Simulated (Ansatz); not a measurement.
Crystal: SiNi.

```
Ni Si
1.0
     5.17310    0.00000    0.00000
     0.00000    3.33810    0.00000
     0.00000    0.00000    5.60490
Ni Si
4 4
Direct
  0.99221 0.75000 0.81248
  0.50779 0.25000 0.31248
  0.49221 0.75000 0.68752
  0.00779 0.25000 0.18752
  0.67872 0.25000 0.91750
  0.82128 0.75000 0.41750
  0.17872 0.25000 0.58250
  0.32128 0.75000 0.08250
```

```yaml
Program: Ansatz 0.2.0
Task: relaxation of cell and atoms
Functional: LDA
Potentials_or_basis: Ansatz PAW
Cutoff: "420 eV (not typed: the program's choice for these potentials)"
k_mesh: 5 × 8 × 5
Occupations: fermi-dirac, width 0.05 eV
Spin: collinear spin, ferromagnetic start
Starting_moments: "[1.0, 1.0, 1.0, 1.0, 0.0, 0.0, 0.0, 0.0] μB"
```

At the start: volume 12.10 Å³/atom.

Task: How do energy, volume and symmetry change on relaxing?

Result: It ends after 7 steps and the volume is 11.52 Å³/atom (-4.8 %); space group Pnma (No. 62, to 0.05 Å); moment 0.00 μB per cell.

Step by step:
| step | energy change (eV) | largest force (eV/Å) | volume (Å³) |
| --- | --- | --- | --- |
| 1 | 0.0000 | 0.1597 | 96.79 |
| 2 | -0.1292 | 0.1361 | 94.06 |
| 3 | -0.1639 | 0.0582 | 91.83 |
| 4 | -0.1649 | 0.0248 | 92.09 |
| 5 | -0.1650 | 0.0052 | 92.14 |
| 6 | -0.1651 | 0.0025 | 92.12 |
| 7 | -0.1629 | 0.0027 | 92.12 |

Final structure:
```
Ni Si
1.0
     5.02640    0.00000    0.00000
     0.00000    3.35257    0.00000
     0.00000    0.00000    5.46680
Ni Si
4 4
Direct
  0.99066 0.75000 0.81207
  0.50934 0.25000 0.31207
  0.49066 0.75000 0.68793
  0.00934 0.25000 0.18793
  0.68002 0.25000 0.91156
  0.81998 0.75000 0.41156
  0.18002 0.25000 0.58844
  0.31998 0.75000 0.08844
```

The cell as given is a measured one (12.10 Å³/atom); LDA puts the equilibrium volume -4.8 % from it, thermal expansion not counted.

Caveat: the plane-wave basis is chosen anew once the cell has moved, so the energies of steps on either side of that aren't comparable; the PAW data sets come from PBE, with cores solved anew for the run's functional, which leaves a small shift of forces and pressure; the starting moments weren't kept.
